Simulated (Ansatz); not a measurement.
# C: a line through a two-coordinate scan

One line of a two-coordinate grid on C (Fd-3m, No. 227; 2 atoms in the cell): strain +e along z and -e/2 along x and y is varied, at strain +e along x and -e along y = 0.00 %.

Program: Ansatz 0.2.0. Level of theory: DFT PBE, scalar-relativistic, plane waves, PAW. These are calculated values, not measurements.

9 further runs of the same task are left out: 9 set aside as unsound or not needed.

### Step 1. The starting structure

It takes space group Fd-3m (No. 227, cubic). The conventional cell has a = 3.572 Å, b = 3.572 Å, c = 3.572 Å, α = 90.00°, β = 90.00°, γ = 90.00°. C (site symmetry -43m) has 4 C at 1.55 Å as nearest neighbours.

Coordinates:

```
C
1.0
     0.00000    1.78584    1.78584
     1.78584    0.00000    1.78584
     1.78584    1.78584    0.00000
C
2
Direct
  0.50000 0.50000 0.50000
  0.75000 0.75000 0.75000
```

This cell was relaxed beforehand with the same method: volume 5.70 Å³/atom, gap on the mesh 4.15 eV.

### Step 2. What is varied

The energy is mapped over two homogeneous strains (x along [1 0 0], y along [0 1 0], z along [0 0 1] of the conventional cell).

- strain +e along x and -e along y: 9 values from −15.00 to 15.00 %
- strain +e along z and -e/2 along x and y: 9 values from −7.00 to 7.00 %

Nothing else is relaxed (symmetry fixes all fractional coordinates). Energies count from the relaxed crystal. Points are written as (first, second).

### Step 3. The run at (0.00 %, −7.00 %)

The input, input.yaml:

```yaml
crystal:
  lattice:
    - [0.0, 1.8483474972, 1.660833983]
    - [1.8483474972, 0.0, 1.660833983]
    - [1.8483474972, 1.8483474972, 0.0]
  atoms:
    - { symbol: C, position: [0.5, 0.5, 0.5] }
    - { symbol: C, position: [0.75, 0.75, 0.75] }
basis:
  ecutwfc: 520.0
kpoints:
  mp_grid: { grid: [12, 12, 12] }
hamiltonian:
  xc: pbe
  pseudopotentials: { kind: paw, azcp: { folder: soft_1 } }
scf:
  occupations: { method: gaussian, width: 0.05 }
output:
  forces: true
  stress: true
  eigenvalues: true
```

Command:

```bash
> ansatz run input.yaml --threads 1 --pin off --max-ram 2048MiB --backend cpu --events-out ev --progress --plain --runs-dir out
```

The program printed, shortened:

```text
Warning: RAYON_NUM_THREADS=1 ignored (pool sized by the plan → 1); use --threads N
[...]
Pseudopotentials: kind: paw
Pseudopotential: C, paw, valence charge 4, recommended cutoff 420 eV (normal), <dir>
Functional definition: PBE
[...]
Crystal: 2 atoms, lattice volume = 11.348 Å³
Basis set: ecut = 520 eV, 307 PW (Γ), exchange–correlation on 40×40×40 points (8 copies of the dense FFT grid, shifted against one another)
Bands: 8, of which v1, the nominal top of the filled ones, is band 4 counted from 1 (3 counted from 0)
Symmetry: 16 space group operations
Space group: I41/amd (ITA 141), of the structure as read, at distance tolerance 2.2e-5 Å
k-points: 163 of 1728
[...]
SCF iter   1: F=—  HF=-501.923006 eV  |F-HF|=—  |Δ(HF+E_count)|=         —  Δρ=1.37e-1  dr2=1.51e0  ethr=3.10e-3  ⟨swp⟩=4.5  Hψ=8354  notcnv=0
[...]
SCF iter   6: F=-501.385411 eV  HF=-501.385411 eV  |F-HF|=1.85e-11  |Δ(HF+E_count)|=   5.52e-8  Δρ=6.52e-7  dr2=2.77e-11  ethr=2.98e-10  ⟨swp⟩=2.3  Hψ=5084  notcnv=0
[...]
SCF converged after 6 iterations
Free energy (F): -501.385411 eV
[...]
E sigma→0 (E₀):  -501.385411 eV
Fermi energy:    15.097578 eV
[...]
--- Forces (eV/Å), atoms counted from 1 ---
  atom   1  C      0.00000000    -0.00000000     0.00000000
  atom   2  C     -0.00000000     0.00000000     0.00000000
[...]
--- Stress (GPa, compression-positive) ---
      -27.584038       0.000000       0.000000
        0.000000     -27.584038       0.000000
        0.000000       0.000000      60.684843
  P = ⅓ Tr σ = 1.8389 GPa (18.389 kbar)
--- Band table (eV; the first three rows and the last of 163) ---
  k-point 0: bands = ["-8.1250", "12.8747", "12.8747", "14.3106", "18.1788", "19.4974", "19.4974", "26.4508"]
[...]
```

Run time: 1.5 s. Hardware: 1 thread of Arm Neoverse V1, shared host; peak memory 0.26 GiB.

That is 116 meV/atom from the zero.

### Step 4. The run at (0.00 %, −3.50 %)

input.yaml, as its differences from that of step 3:

```diff
@@ -2,5 +2,5 @@
   lattice:
-    - [0.0, 1.8483474972, 1.660833983]
-    - [1.8483474972, 0.0, 1.660833983]
-    - [1.8483474972, 1.8483474972, 0.0]
+    - [0.0, 1.8170952449, 1.7233384878]
+    - [1.8170952449, 0.0, 1.7233384878]
+    - [1.8170952449, 1.8170952449, 0.0]
   atoms:
@@ -21 +21,5 @@
   eigenvalues: true
+  write_density: true
+  write_potential: true
+  elf: true
+  volumetric_format: npy
```

Command:

```bash
> ansatz run input.yaml --threads 1 --pin off --max-ram 2048MiB --backend cpu --events-out ev --progress --plain --runs-dir out
```

The program printed, shortened:

```text
[...]
SCF converged after 6 iterations
Free energy (F): -501.558703 eV
[...]
E sigma→0 (E₀):  -501.558703 eV
Fermi energy:    15.215471 eV
[...]
--- Forces (eV/Å), atoms counted from 1 ---
  atom   1  C     -0.00000000     0.00000000     0.00000000
  atom   2  C     -0.00000000     0.00000000     0.00000000
[...]
--- Stress (GPa, compression-positive) ---
      -15.000214       0.000000       0.000000
        0.000000     -15.000214       0.000000
        0.000000       0.000000      31.393447
  P = ⅓ Tr σ = 0.4643 GPa (4.643 kbar)
--- Band table (eV; the first three rows and the last of 163) ---
  k-point 0: bands = ["-8.1508", "13.0404", "13.0404", "13.7929", "18.4671", "19.1215", "19.1215", "26.4296"]
[...]
```

Run time: 2 s. Hardware: 1 thread of Arm Neoverse V1, shared host; peak memory 0.27 GiB.

The maps below are laid out on this run's own conventional cell (a, b, c = 2.570, 2.570, 3.447 Å).

Density in a lattice plane of the grid's cell (edges 2.57 and 3.45 Å, at 0.000 of the third edge), which holds C.

Ten even steps from '0' (0.09 e/Å³) to '9' (1.82 e/Å³):
```
000000011111000000
000000000000000000
000000000000000000
111000000000000011
222110000000001122
443211000000011234
765421100000112456
987542110001124578
888754221112245788
889875432223457898
899987655455678999
999988877777888999
777888999899988877
455678999899987655
233457898889875433
112245788888754221
001124578887542110
000112456765421100
000011234443211000
000001122222110000
```
Columns run along the first of these edges and rows up along the second, over one cell in 18 and 20 even steps from the bottom left corner. Atoms in the plane (fractional): C at (0.00, 0.50), C at (0.50, 0.25).

ELF in the same plane.

Ten even steps from ' ' (0.01) to '@' (0.93):
```
          ....::------::....        
              ..........            
......                          ....
----::....                  ....::--
++++==--::..              ..::--==++
****++==--::..          ..::--==++**
****++++==--::..      ..::--==++++**
----==++++==--::......::--==++++==--
    ::==****++==------==++****==::  
    ::++##%%####**++**####%%##++::  
  ..==##@@@@@@%%##**##%%@@@@@@##==..
--==##@@@@@@@@%%##**##%%@@@@@@@@##==
**##%%@@@@@@@@##==--==##@@@@@@@@%%##
**##%%@@@@@@##==..  ..==##@@@@@@%%##
++****##%%##++::      ::++##%%##****
----==++****==::..  ..::==****++==--
....::--==++++==------==++++==--::..
    ..::--==++++******++++==--::..  
      ..::--++**********++--::..    
        ..::--==++++++==--::..      
```
Columns run along the first of these edges and rows up along the second, over one cell in 18 and 20 even steps from the bottom left corner. Atoms in the plane (fractional): C at (0.00, 0.50), C at (0.50, 0.25).

Both are smooth fields of the valence electrons: close to the nuclei they are not physical.

Outside the cores ELF peaks at 0.94 on the C–C line, 0.7 Å from C.

Energy on the map's scale: 30 meV/atom.

### Step 5. Point (0.00 %, −1.75 %)

input.yaml, as its differences from that of step 4:

```diff
@@ -2,5 +2,5 @@
   lattice:
-    - [0.0, 1.8170952449, 1.7233384878]
-    - [1.8170952449, 0.0, 1.7233384878]
-    - [1.8170952449, 1.8170952449, 0.0]
+    - [0.0, 1.8014691187, 1.7545907401]
+    - [1.8014691187, 0.0, 1.7545907401]
+    - [1.8014691187, 1.8014691187, 0.0]
   atoms:
```

Command:

```bash
> ansatz run input.yaml --threads 1 --pin off --max-ram 2048MiB --backend cpu --events-out ev --progress --plain --runs-dir out
```

The program printed, shortened:

```text
Warning: RAYON_NUM_THREADS=1 ignored (pool sized by the plan → 1); use --threads N
[...]
[... 3 set-up lines as earlier in the session ...]
[...]
Crystal: 2 atoms, lattice volume = 11.388 Å³
Basis set: ecut = 520 eV, 323 PW (Γ), exchange–correlation on 40×40×40 points (8 copies of the dense FFT grid, shifted against one another)
Bands: 8, of which v1, the nominal top of the filled ones, is band 4 counted from 1 (3 counted from 0)
[... 2 set-up lines as earlier in the session ...]
k-points: 163 of 1728
[...]
SCF iter   1: F=—  HF=-502.149487 eV  |F-HF|=—  |Δ(HF+E_count)|=         —  Δρ=1.38e-1  dr2=1.53e0  ethr=3.10e-3  ⟨swp⟩=4.6  Hψ=8385  notcnv=0
[...]
SCF iter   6: F=-501.603069 eV  HF=-501.603069 eV  |F-HF|=1.02e-11  |Δ(HF+E_count)|=   6.09e-8  Δρ=6.72e-7  dr2=3.18e-11  ethr=3.22e-10  ⟨swp⟩=5.1  Hψ=6581  notcnv=0
[...]
SCF converged after 6 iterations
Free energy (F): -501.603069 eV
[...]
E sigma→0 (E₀):  -501.603069 eV
Fermi energy:    15.278914 eV
[...]
--- Forces (eV/Å), atoms counted from 1 ---
  atom   1  C      0.00000000    -0.00000000     0.00000000
  atom   2  C      0.00000000    -0.00000000     0.00000000
[...]
--- Stress (GPa, compression-positive) ---
       -7.799786       0.000000       0.000000
        0.000000      -7.799786       0.000000
        0.000000       0.000000      15.957147
  P = ⅓ Tr σ = 0.1192 GPa (1.192 kbar)
--- Band table (eV; the first three rows and the last of 163) ---
  k-point 0: bands = ["-8.1571", "13.1472", "13.1472", "13.5328", "18.6485", "18.9743", "18.9743", "26.4281"]
[...]
```

Run time: 2.1 s. Hardware: 1 thread of Arm Neoverse V1, shared host; peak memory 0.27 GiB.

The maps below are laid out on this run's own conventional cell (a, b, c = 2.548, 2.548, 3.509 Å).

Density in a lattice plane of the grid's cell (edges 2.55 and 3.51 Å, at 0.000 of the third edge), which holds C.

Ten even steps from '0' (0.09 e/Å³) to '9' (1.83 e/Å³):
```
000000011111000000
000000000000000000
000000000000000000
111000000000000011
222110000000001122
443211000000011234
765421100000112456
987542110001124578
888754221112245788
889875432223457898
899987654445678999
999988877777888999
777888999899988877
445678999899987654
223457898889875432
112245788888754221
001124578887542110
000112456765421100
000011234443211000
000001122222110000
```
Columns run along the first of these edges and rows up along the second, over one cell in 18 and 20 even steps from the bottom left corner. Atoms in the plane (fractional): C at (0.00, 0.50), C at (0.50, 0.25).

ELF in the same plane.

Ten even steps from ' ' (0.01) to '@' (0.93):
```
          ....::::--::::....        
                ......              
......                          ....
--::::....                  ....::::
++++==--::..              ..::--==++
****++==--::..          ..::--==++**
****++++==--::..      ..::--==++++**
----==++++==--::......::--==++++==--
    ::==****++==------==++****==::  
    ::++##%%##****++****##%%##++::  
  ..==##@@@@@@%%##**##%%@@@@@@##==..
--==##@@@@@@@@%%##**##%%@@@@@@@@##==
**##%%@@@@@@@@##==--==##@@@@@@@@%%##
**##%%@@@@@@##==..  ..==##@@@@@@%%##
++++**##%%##++::      ::++##%%##**++
----==++****==::..  ..::==****++==--
....::--==++++==------==++++==--::..
    ..::--==++**********++==--::..  
      ..::--++++******++++--::..    
        ..::--==++++++==--::..      
```
Columns run along the first of these edges and rows up along the second, over one cell in 18 and 20 even steps from the bottom left corner. Atoms in the plane (fractional): C at (0.00, 0.50), C at (0.50, 0.25).

Both are smooth fields of the valence electrons: close to the nuclei they are not physical.

The highest ELF values outside the cores: 0.94 on the C–C line, 0.7 Å from C.

That is 7 meV/atom from the zero.

### Step 6. The run at (0.00 %, 1.75 %)

The input, input.yaml:

```yaml
crystal:
  lattice:
    - [0.0, 1.7702168663, 1.8170952449]
    - [1.7702168663, 0.0, 1.8170952449]
    - [1.7702168663, 1.7702168663, 0.0]
  atoms:
    - { symbol: C, position: [0.5, 0.5, 0.5] }
    - { symbol: C, position: [0.75, 0.75, 0.75] }
basis:
  ecutwfc: 520.0
kpoints:
  mp_grid: { grid: [12, 12, 12] }
hamiltonian:
  xc: pbe
  pseudopotentials: { kind: paw, azcp: { folder: soft_1 } }
scf:
  occupations: { method: gaussian, width: 0.05 }
output:
  forces: true
  stress: true
  eigenvalues: true
```

Command:

```bash
> ansatz run input.yaml --threads 1 --pin off --max-ram 2048MiB --backend cpu --events-out ev --progress --plain --runs-dir out
```

The program printed, shortened:

```text
[...]
SCF converged after 6 iterations
Free energy (F): -501.602789 eV
[...]
E sigma→0 (E₀):  -501.602789 eV
Fermi energy:    15.321959 eV
[...]
--- Forces (eV/Å), atoms counted from 1 ---
  atom   1  C      0.00000000     0.00000000     0.00000000
  atom   2  C      0.00000000     0.00000000     0.00000000
[...]
--- Stress (GPa, compression-positive) ---
        8.406542       0.000000       0.000000
        0.000000       8.406542       0.000000
        0.000000       0.000000     -16.451483
  P = ⅓ Tr σ = 0.1205 GPa (1.205 kbar)
--- Band table (eV; the first three rows and the last of 163) ---
  k-point 0: bands = ["-8.1572", "13.0057", "13.4108", "13.4108", "18.7578", "18.7578", "19.0807", "26.4262"]
[...]
```

It took 1.6 s on 1 thread of Arm Neoverse V1, shared host; peak memory 0.26 GiB.

On the map this point reads 8 meV/atom.

### Step 7. Point (0.00 %, 3.50 %)

input.yaml, as its differences from that of step 6:

```diff
@@ -2,5 +2,5 @@
   lattice:
-    - [0.0, 1.7702168663, 1.8170952449]
-    - [1.7702168663, 0.0, 1.8170952449]
-    - [1.7702168663, 1.7702168663, 0.0]
+    - [0.0, 1.7545907401, 1.8483474972]
+    - [1.7545907401, 0.0, 1.8483474972]
+    - [1.7545907401, 1.7545907401, 0.0]
   atoms:
```

Command:

```bash
> ansatz run input.yaml --threads 1 --pin off --max-ram 2048MiB --backend cpu --events-out ev --progress --plain --runs-dir out
```

The program printed, shortened:

```text
[...]
SCF converged after 6 iterations
Free energy (F): -501.556463 eV
[...]
E sigma→0 (E₀):  -501.556463 eV
Fermi energy:    15.317451 eV
[...]
--- Forces (eV/Å), atoms counted from 1 ---
  atom   1  C      0.00000000    -0.00000000     0.00000000
  atom   2  C      0.00000000    -0.00000000     0.00000000
[...]
--- Stress (GPa, compression-positive) ---
       17.407037       0.000000       0.000000
        0.000000      17.407037       0.000000
        0.000000       0.000000     -33.384301
  P = ⅓ Tr σ = 0.4766 GPa (4.766 kbar)
--- Band table (eV; the first three rows and the last of 163) ---
  k-point 0: bands = ["-8.1510", "12.7378", "13.5680", "13.5680", "18.6874", "18.6874", "19.3300", "26.4141"]
[...]
```

Wall time 1.5 s (1 thread of Arm Neoverse V1, shared host); peak memory 0.26 GiB.

On the map this point reads 31 meV/atom.

### Step 8. The run at (0.00 %, 5.25 %)

input.yaml, as its differences from that of step 7:

```diff
@@ -2,5 +2,5 @@
   lattice:
-    - [0.0, 1.7545907401, 1.8483474972]
-    - [1.7545907401, 0.0, 1.8483474972]
-    - [1.7545907401, 1.7545907401, 0.0]
+    - [0.0, 1.7389646139, 1.8795997496]
+    - [1.7389646139, 0.0, 1.8795997496]
+    - [1.7389646139, 1.7389646139, 0.0]
   atoms:
@@ -21 +21,5 @@
   eigenvalues: true
+  write_density: true
+  write_potential: true
+  elf: true
+  volumetric_format: npy
```

Command:

```bash
> ansatz run input.yaml --threads 1 --pin off --max-ram 2048MiB --backend cpu --events-out ev --progress --plain --runs-dir out
```

The program printed, shortened:

```text
[...]
SCF converged after 6 iterations
Free energy (F): -501.478301 eV
[...]
E sigma→0 (E₀):  -501.478301 eV
Fermi energy:    15.332887 eV
[...]
--- Forces (eV/Å), atoms counted from 1 ---
  atom   1  C      0.00000000     0.00000000     0.00000000
  atom   2  C      0.00000000     0.00000000     0.00000000
[...]
--- Stress (GPa, compression-positive) ---
       27.001455       0.000000       0.000000
        0.000000      27.001455       0.000000
        0.000000       0.000000     -50.770859
  P = ⅓ Tr σ = 1.0774 GPa (10.774 kbar)
--- Band table (eV; the first three rows and the last of 163) ---
  k-point 0: bands = ["-8.1407", "12.4667", "13.7423", "13.7423", "18.6416", "18.6416", "19.6006", "26.3834"]
[...]
```

Run time: 2.1 s. Hardware: 1 thread of Arm Neoverse V1, shared host; peak memory 0.27 GiB.

Energy on the map's scale: 70 meV/atom.

### Step 9. The run at (0.00 %, 7.00 %)

input.yaml, as its differences from that of step 8:

```diff
@@ -2,5 +2,5 @@
   lattice:
-    - [0.0, 1.7389646139, 1.8795997496]
-    - [1.7389646139, 0.0, 1.8795997496]
-    - [1.7389646139, 1.7389646139, 0.0]
+    - [0.0, 1.7233384878, 1.910852002]
+    - [1.7233384878, 0.0, 1.910852002]
+    - [1.7233384878, 1.7233384878, 0.0]
   atoms:
```

Command:

```bash
> ansatz run input.yaml --threads 1 --pin off --max-ram 2048MiB --backend cpu --events-out ev --progress --plain --runs-dir out
```

The program printed, shortened:

```text
Warning: RAYON_NUM_THREADS=1 ignored (pool sized by the plan → 1); use --threads N
[...]
[... 3 set-up lines as earlier in the session ...]
[...]
Crystal: 2 atoms, lattice volume = 11.350 Å³
Basis set: ecut = 520 eV, 299 PW (Γ), exchange–correlation on 40×40×40 points (8 copies of the dense FFT grid, shifted against one another)
Bands: 8, of which v1, the nominal top of the filled ones, is band 4 counted from 1 (3 counted from 0)
[... 2 set-up lines as earlier in the session ...]
k-points: 163 of 1728
[...]
SCF iter   1: F=—  HF=-501.906470 eV  |F-HF|=—  |Δ(HF+E_count)|=         —  Δρ=1.37e-1  dr2=1.51e0  ethr=3.10e-3  ⟨swp⟩=4.6  Hψ=8387  notcnv=0
[...]
SCF iter   6: F=-501.367577 eV  HF=-501.367577 eV  |F-HF|=1.08e-11  |Δ(HF+E_count)|=   5.68e-8  Δρ=6.83e-7  dr2=3.34e-11  ethr=3.05e-10  ⟨swp⟩=5.2  Hψ=6639  notcnv=0
[...]
SCF converged after 6 iterations
Free energy (F): -501.367577 eV
[...]
E sigma→0 (E₀):  -501.367577 eV
Fermi energy:    15.368020 eV
[...]
--- Forces (eV/Å), atoms counted from 1 ---
  atom   1  C      0.00000000    -0.00000000     0.00000000
  atom   2  C      0.00000000    -0.00000000     0.00000000
[...]
--- Stress (GPa, compression-positive) ---
       37.186625       0.000000       0.000000
        0.000000      37.186625       0.000000
        0.000000       0.000000     -68.585054
  P = ⅓ Tr σ = 1.9294 GPa (19.294 kbar)
--- Band table (eV; the first three rows and the last of 163) ---
  k-point 0: bands = ["-8.1266", "12.1927", "13.9340", "13.9340", "18.6199", "18.6199", "19.8917", "26.3228"]
[...]
```

Run time: 2.1 s. Hardware: 1 thread of Arm Neoverse V1, shared host; peak memory 0.27 GiB.

That is 125 meV/atom from the zero.

### Step 10. What came out

```
strain +e along z and -e/2 along x and y (%)  step  energy (meV/atom)  slope (meV/atom per %)  pressure (GPa)  band gap on the k-mesh (eV)
                                       −7.00     3                116                     −33            1.84                         1.57
                                       −5.25     –                 66                     −25            1.04                         2.21
                                       −3.50     4                 30                     −17            0.46                         2.85
                                       −1.75     5                  7                      −9            0.12                         3.49
                                        0.00     –                  0                       0            0.00                         4.15
                                        1.75     6                  8                       9            0.12                         3.82
                                        3.50     7                 31                      18            0.48                         3.50
                                        5.25     8                 70                      27            1.08                         3.18
                                        7.00     9                125                      36            1.93                         2.87
```

Energies count from the relaxed crystal. Rows without a step come from runs not printed here or follow by symmetry. Slopes come from the forces (and the stress, where the cell changes), not from differences of energies.

The lowest point of the line is at 0.00 %, 0 meV/atom from the zero. Energies and slopes round the minimum, fitted together, put the minimum at 0.000 %, with a curvature of about 4.9 meV/atom per %². Divided by the reference volume, that is a stiffness of about 1400 GPa for this pattern of strain. The highest point computed, at 7.00 %, lies 125 meV/atom above the lowest. This is one cut through a surface in two coordinates; it holds the lowest point sampled, which need not be a minimum. The gap on the mesh closes on part of the grid.

These are semilocal Kohn-Sham gaps, which aren't the measured quantity. Such gaps usually fall short of the measured ones.
